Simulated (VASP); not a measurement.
# C (P6_3/mmc) in VASP: single point with PBE

Aim: the single point of C with PBE.

The COD entry that gives the cell may itself be a prediction, so a difference from it is no test against experiment.

Everything below comes from runs of VASP 6.6.1. Logs are shortened: lines on timing, memory, paths and dates and some standing lists are left out, and cuts for length are marked.

### Step 1. Starting point

The structure is hexagonal, space group P6_3/mmc (No. 194). The conventional cell has a = 2.522 Å, b = 2.522 Å, c = 8.237 Å, α = 90.00°, β = 90.00°, γ = 120.00°. C (site symmetry 3m) is surrounded by 4 C at 1.53 to 1.54 Å. Around C (site symmetry 3m) lie 4 C at 1.54 to 1.56 Å.

This is a hexagonal form of diamond, not graphite.

### Step 2. Single point, PBE

Contents of INCAR:

```
SYSTEM = C
  PREC = Accurate
  ENCUT = 520
  EDIFF = 1E-7
  ISMEAR = -1
  SIGMA = 0.05
  LREAL = .False.
  LASPH = .True.
  NELM = 60
  ALGO = Fast
  ISIF = 2
  LWAVE = .False.
  LCHARG = .False.
  GGA = PE
  NBANDS = 26
```

Contents of KPOINTS:

```
regular mesh
0
Gamma
  12 12 4
  0 0 0
```

Contents of POSCAR:

```
C
1.0
    2.5221000000      0.0000000000      0.0000000000
   -1.2610500000      2.1842026709      0.0000000000
    0.0000000000      0.0000000000      8.2371000000
C
8
Direct
    0.0000000000      0.0000000000      0.0929896796
    0.0000000000      0.0000000000      0.5929896796
    0.0000000000      0.0000000000      0.4070103204
    0.0000000000      0.0000000000      0.9070103204
    0.3333333333      0.6666666667      0.1554755784
    0.6666666667      0.3333333333      0.6554755784
    0.3333333333      0.6666666667      0.3445244216
    0.6666666667      0.3333333333      0.8445244216
```

Potentials or basis: VASP PAW PBE potentials, release 64 (C).

The run is started by

```sh
> cat potpaw_PBE.64/C/POTCAR > POTCAR
> mpirun -np 1 vasp_std > vasp.out
```

OUTCAR:

```text
SYSTEM = C
   PREC = Accurate
   ENCUT = 520
   EDIFF = 1E-7
   ISMEAR = -1
   LREAL = .False.
   LASPH = .True.
   NELM = 60
   ISIF = 2
   GGA = PE

 ion  position               nearest neighbor table
   1  0.000  0.000  0.093-   4 1.53   5 1.54   5 1.54   5 1.54
   2  0.000  0.000  0.593-   3 1.53   6 1.54   6 1.54   6 1.54
   3  0.000  0.000  0.407-   2 1.53   7 1.54   7 1.54   7 1.54
   4  0.000  0.000  0.907-   1 1.53   8 1.54   8 1.54   8 1.54
   5  0.333  0.667  0.155-   1 1.54   1 1.54   1 1.54   7 1.56
   6  0.667  0.333  0.655-   2 1.54   2 1.54   2 1.54   8 1.56
   7  0.333  0.667  0.345-   3 1.54   3 1.54   3 1.54   5 1.56
   8  0.667  0.333  0.845-   4 1.54   4 1.54   4 1.54   6 1.56

  LATTYP: Found a hexagonal cell.
 ALAT       =     2.5221000000
 C/A-ratio  =     3.2659688355

  Lattice vectors:

 A1 = (   2.5221000000,   0.0000000000,   0.0000000000)
 A2 = (  -1.2610500000,   2.1842026709,   0.0000000000)
 A3 = (   0.0000000000,   0.0000000000,   8.2371000000)

Analysis of symmetry for initial positions (statically):
=====================================================================
 Subroutine PRICEL returns:
 Original cell was already a primitive cell.

 Routine SETGRP: Setting up the symmetry group for a
 hexagonal supercell.

 Subroutine GETGRP returns: Found 24 space group operations
 (whereof 12 operations were pure point group operations)
 out of a pool of 24 trial point group operations.

The static configuration has the point symmetry D_3d.
 The point group associated with its full space group is D_6h.

Analysis of symmetry for dynamics (positions and initial velocities):
=====================================================================
 Subroutine PRICEL returns:
 Original cell was already a primitive cell.

 Routine SETGRP: Setting up the symmetry group for a
 hexagonal supercell.

 Subroutine GETGRP returns: Found 24 space group operations
 (whereof 12 operations were pure point group operations)
 out of a pool of 24 trial point group operations.

The dynamic configuration has the point symmetry D_3d.
 The point group associated with its full space group is D_6h.

 Subroutine INISYM returns: Found 24 space group operations
 (whereof 12 operations are pure point group operations),
 and found     1 'primitive' translations

----------------------------------------------------------------------------------------

                                     Primitive cell

  volume of cell :      45.3764

  direct lattice vectors                    reciprocal lattice vectors
     2.522100000  0.000000000  0.000000000     0.396494984  0.228916486  0.000000000
    -1.261050000  2.184202671  0.000000000     0.000000000  0.457832972  0.000000000
     0.000000000  0.000000000  8.237100000     0.000000000  0.000000000  0.121401950

  length of vectors
     2.522100000  2.522100000  8.237100000     0.457832972  0.457832972  0.121401950

  position of ions in fractional coordinates (direct lattice)
     0.000000000  0.000000000  0.092989680
     0.000000000  0.000000000  0.592989680
     0.000000000  0.000000000  0.407010320
     0.000000000  0.000000000  0.907010320
     0.333333333  0.666666667  0.155475578
     0.666666667  0.333333333  0.655475578
     0.333333333  0.666666667  0.344524422
     0.666666667  0.333333333  0.844524422

  ion indices of the primitive-cell ions
   primitive index   ion index
                 1           1
                 2           2
                 3           3
                 4           4
                 5           5
                 6           6
                 7           7
                 8           8

----------------------------------------------------------------------------------------

 KPOINTS: regular mesh

Automatic generation of k-mesh.
 Grid dimensions read from file:
 generate k-points for:   12   12    4

 Generating k-lattice:

  Cartesian coordinates                     Fractional coordinates (reciprocal lattice)
     0.033041249  0.019076374  0.000000000     0.083333333  0.000000000  0.000000000
     0.000000000  0.038152748  0.000000000     0.000000000  0.083333333  0.000000000
     0.000000000  0.000000000  0.030350487     0.000000000  0.000000000  0.250000000

  Length of vectors
     0.038152748  0.038152748  0.030350487

  Shift w.r.t. Gamma in fractional coordinates (k-lattice)
     0.000000000  0.000000000  0.000000000

 Subroutine IBZKPT returns following result:
 ===========================================

 Found     57 irreducible k-points:

 Following reciprocal coordinates:
            Coordinates               Weight
  0.000000  0.000000  0.000000      1.000000
  0.083333  0.000000  0.000000      6.000000
  0.166667  0.000000  0.000000      6.000000
  0.250000  0.000000  0.000000      6.000000
  0.333333  0.000000  0.000000      6.000000
  0.416667  0.000000  0.000000      6.000000
[... 16 lines left out ...]
  0.250000  0.000000  0.250000     12.000000
  0.333333  0.000000  0.250000     12.000000
 [... further k-points ...]
   k-points           NKPTS =     57   k-points in BZ     NKDIM =     57   number of bands    NBANDS=     26
   number of dos      NEDOS =    301   number of ions     NIONS =      8
   total plane-waves  NPLWV =  25600
   dimension x,y,z NGX =    20 NGY =   20 NGZ =   64
   dimension x,y,z NGXF=    40 NGYF=   40 NGZF=  128
   ions per type =               8
   NGX,Y,Z   is equivalent  to a cutoff of  13.18, 13.18, 12.92 a.u.
   NGXF,Y,Z  is equivalent  to a cutoff of  26.37, 26.37, 25.83 a.u.
 SYSTEM =  C
   PREC   = accura    normal or accurate (medium, high low for compatibility)
   ISTART =      0    job   : 0-new  1-cont  2-samecut
   ICHARG =      2    charge: 1-file 2-atom 10-const
   ISPIN  =      1    spin polarized calculation?
   LNONCOLLINEAR =      F non collinear calculations
   LSORBIT =      F    spin-orbit coupling
   LASPH  =      T    aspherical Exc in radial PAW
   ENCUT  =  520.0 eV  38.22 Ry    6.18 a.u.   4.69  4.69 15.32*2*pi/ulx,y,z
   NELM   =     60;   NELMIN=  2; NELMDL= -5     # of ELM steps
   EDIFF  = 0.1E-06   stopping-criterion for ELM
   LREAL  =      F    real-space projection
   EDIFFG = 0.1E-05   stopping-criterion for IOM
   NSW    =      0    number of steps for IOM
   IBRION =     -1    ionic relax: 0-MD 1-quasi-New 2-CG
   NFREE  =      0    steps in history (QN), initial steepest desc. (CG)
   ISIF   =      2    stress and relaxation
   ISYM   =      2    0-nonsym 1-usesym 2-fastsym
   POTIM  = 0.5000    time-step for ionic-motion
   TEBEG  =    0.0;   TEEND  =   0.0 temperature during run
   PSTRESS=    0.0 pullay stress
   NELECT =      32.0000    total number of electrons
   NUPDOWN=      -1.0000    fix difference up-down
   EMIN   =  10.00;   EMAX   =-10.00  energy-range for DOS
   EFERMI =   0.00;   METHOD = LEGACY
   ISMEAR =    -1;   SIGMA  =   0.05  broadening in eV -4-tet -1-fermi 0-gaus
   EFERMI_NEDOS =   21; number of points for ismear=-14 and -15
   IALGO  =     68    algorithm
   IMIX   =      4    mixing-type and parameters
     AMIX     =   0.40;   BMIX     =  1.00
     AMIX_MAG =   1.60;   BMIX_MAG =  1.00
  volume/ion in A,a.u.               =       5.67        38.28
  Fermi-wavevector in a.u.,A,eV,Ry     =   1.457186  2.753682 28.890486  2.123391
  Thomas-Fermi vector in A             =   2.574017
   LORBIT       =      0    0 simple, 1 ext, 2 COOP (PROOUT), +10 PAW based schemes
   GGA     = PE    functional components
   LHFCALC =     F    Hartree Fock is set to
   AEXX    =    0.0000 exact exchange contribution
   IVDW    =     0    specifies the selected vdW correction
   LEPSILON=     F    determine dielectric tensor
   LRPA    =     F    only Hartree local field effects (RPA)
 non-spin polarized calculation
 RMM-DIIS sequential band-by-band and
  energy-cutoff  :      520.00
  volume of cell :       45.38
 maximum number of plane-waves:      1242
 NGX is ok and might be reduce to    20
   NGX =  9   NGY =  9   NGZ = 31

 number of electron      31.9999996 magnetization

 Free energy of the ion-electron system (eV)
  ---------------------------------------------------
  ext. energy  EPLUGINS =         0.00000000
  ---------------------------------------------------
  free energy    TOTEN  =       -72.65618605 eV

  energy without entropy =      -72.65618605  energy(sigma->0) =      -72.65618605

 E-fermi :  10.8296     XC(G=0): -13.2482

 val. band max:        9.8598016551   @ k =   0.0000   0.0000   0.0000
 cond. band min:      14.3066339113   @ k =   0.4167   0.0000   0.0000
 fundamental gap:      4.4468322563
 Fermi energy:        10.8296209124

 k-point     1 :       0.0000    0.0000    0.0000
  band No.  band energies     occupation
      1     -11.7614      2.00000
      2     -10.0940      2.00000
      3      -9.9888      2.00000
      4      -5.9507      2.00000
      5      -3.6611      2.00000
      6       3.1198      2.00000
[... 18 lines left out ...]
     25      17.9919      0.00000
     26      18.0955      0.00000

 k-point     2 :       0.0833    0.0000    0.0000
  band No.  band energies     occupation
      1     -11.5907      2.00000
      2      -9.9259      2.00000
      3      -9.8215      2.00000
      4      -5.7985      2.00000
      5      -3.5044      2.00000
      6       3.1986      2.00000
[... 18 lines left out ...]
     25      18.4795      0.00000
     26      18.6965      0.00000

 k-point     3 :       0.1667    0.0000    0.0000
  band No.  band energies     occupation
      1     -11.0807      2.00000
      2      -9.4238      2.00000
      3      -9.3221      2.00000
      4      -5.3443      2.00000
      5      -3.0479      2.00000
      6       3.3376      2.00000
[... 572 lines left out ...]
 k-point    23 :       0.2500    0.0000    0.2500
  band No.  band energies     occupation
      1     -10.1312      2.00000
      2      -9.2828      2.00000
      3      -7.6188      2.00000
      4      -5.3434      2.00000
      5      -1.4748      2.00000
      6       1.4776      2.00000
[... 18 lines left out ...]
     25      20.1058      0.00000
     26      21.6608      0.00000

 k-point    24 :       0.3333    0.0000    0.2500
  band No.  band energies     occupation
      1      -8.9735      2.00000
      2      -8.1392      2.00000
      3      -6.5132      2.00000
      4      -4.3123      2.00000
      5      -1.3741      2.00000
      6      -0.3430      2.00000
[... 18 lines left out ...]
     25      20.3168      0.00000
     26      22.1882      0.00000

 [... further k-points ...]
[... 5 lines left out ...]
  --------------------------------------------------------------------------------------
  -------------------------------------------------------------------------------------
  Total       -0.2998196     -0.2998196      3.0719236      0.0000000      0.0000000      0.0000000
  in kB      -10.5862221    -10.5862221    108.4654473      0.0000000      0.0000000      0.0000000
  external PRESSURE =      29.0976677 kB  Pullay stress =       0.0000000 kB

 VOLUME and BASIS-vectors are now :
 -----------------------------------------------------------------------------
  energy-cutoff  :      520.00
  volume of cell :       45.38
      direct lattice vectors                 reciprocal lattice vectors
     2.522100000  0.000000000  0.000000000     0.396494984  0.228916486  0.000000000
    -1.261050000  2.184202671  0.000000000     0.000000000  0.457832972  0.000000000
     0.000000000  0.000000000  8.237100000     0.000000000  0.000000000  0.121401950

 POSITION                                       TOTAL-FORCE (eV/Angst)
 -----------------------------------------------------------------------------------
      0.00000      0.00000      0.76597        -0.000000      0.000000      0.004574
      0.00000      0.00000      4.88452        -0.000000     -0.000000      0.004574
      0.00000      0.00000      3.35258        -0.000000      0.000000     -0.004574
      0.00000      0.00000      7.47113         0.000000     -0.000000     -0.004574
     -0.00000      1.45614      1.28067        -0.000000      0.000000      0.000401
      1.26105      0.72807      5.39922         0.000000     -0.000000      0.000401
     -0.00000      1.45614      2.83788        -0.000000      0.000000     -0.000401
      1.26105      0.72807      6.95643         0.000000     -0.000000     -0.000401
 -----------------------------------------------------------------------------------
    total drift:                               -0.000000      0.000000      0.000000

  FREE ENERGIE OF THE ION-ELECTRON SYSTEM (eV)
  ---------------------------------------------------
  free  energy   TOTEN  =       -72.6561860522 eV

  energy  without entropy=      -72.6561860522  energy(sigma->0) =      -72.65618605
```

Wall time 92 s (1 thread of Intel Xeon Platinum 8259CL at 2.50GHz (Skylake/Cascade Lake), shared host); peak memory 0.18 GiB.

Results:

- Free energy: -72.6562 eV
- Pressure: 2.9 GPa
- Largest force: 0.005 eV/Å
- Band gap on the k mesh: 4.45 eV, indirect (least direct gap 5.20 eV)

Forces in eV/Å, atoms in the order of the input:
```
C    0.000  0.000  0.005
C    0.000  0.000  0.005
C    0.000  0.000 -0.005
C    0.000  0.000 -0.005
C    0.000  0.000  0.000
C    0.000  0.000  0.000
C    0.000  0.000  0.000
C    0.000  0.000  0.000
```

A k mesh can miss the band edges. A hybrid or GW would open this gap; PBE tends to underestimate it.
